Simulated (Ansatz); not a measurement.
# TiTe2: the cost of one run

Method: DFT PBE, scalar-relativistic, plane waves, PAW, in Ansatz 0.2.0.

### Step 1. Starting point

Symmetry: Pnnm, No. 58, orthorhombic system. Conventional cell: a = 5.594 Å, b = 6.827 Å, c = 4.262 Å, α = 90.00°, β = 90.00°, γ = 90.00°. Around Ti (site symmetry 2/m) lie 6 Te at 2.82 to 2.83 Å. Te (site symmetry m) is surrounded by 1 Te at 2.79 Å and 3 Ti at 2.82 to 2.83 Å.

As a file:

```cif
data_structure
_symmetry_space_group_name_H-M 'P 1'
_symmetry_Int_Tables_number 1
_cell_length_a 5.5938
_cell_length_b 6.8272
_cell_length_c 4.2620
_cell_angle_alpha 90.000
_cell_angle_beta 90.000
_cell_angle_gamma 90.000
_cell_volume 162.76
loop_
_atom_site_label
_atom_site_type_symbol
_atom_site_fract_x
_atom_site_fract_y
_atom_site_fract_z
_atom_site_occupancy
Ti1 Ti 0.00000 0.00000 0.00000 1
Ti2 Ti 0.50000 0.50000 0.50000 1
Te1 Te 0.20040 0.37870 0.00000 1
Te2 Te 0.79960 0.62130 0.00000 1
Te3 Te 0.70040 0.12130 0.50000 1
Te4 Te 0.29960 0.87870 0.50000 1
```

(A quick probe on a coarse mesh, which set the mesh and smearing, is not shown.)

### Step 3. Coarse relaxation

input.yaml

```yaml
crystal:
  lattice:
    - [5.5937817157, 0.0, 0.0]
    - [0.0, 6.8271674155, 0.0]
    - [0.0, 0.0, 4.2619768713]
  atoms:
    - { symbol: Ti, position: [0.0, 0.0, 0.0] }
    - { symbol: Ti, position: [0.5, 0.5, 0.5] }
    - { symbol: Te, position: [0.2004, 0.3787, 0.0] }
    - { symbol: Te, position: [0.7996, 0.6213, 0.0] }
    - { symbol: Te, position: [0.7004, 0.1213, 0.5] }
    - { symbol: Te, position: [0.2996, 0.8787, 0.5] }
basis:
  ecutwfc: 420
kpoints:
  mp_grid: { grid: [4, 4, 4] }
hamiltonian:
  xc: pbe
scf:
  occupations: { method: gaussian, width: 0.1 }
  lower_state_search: "off"
output:
  forces: true
  stress: true
  eigenvalues: true
relax:
  adjacent_minimum: "off"
  f_tol: 0.04
  max_steps: 70
  cell: { stress_tol: 0.4 }
```

The run is started by

```console
$ ansatz run input.yaml --threads 1 --pin off --max-ram 2560MiB --backend cpu --events-out ev --progress --plain --runs-dir out
```

**Question.** How long does this run take on 1 thread of AMD EPYC 7R43 (Zen 3), shared host, and how much memory does it need?

About 2.6 min, with a peak of 0.56 GiB.
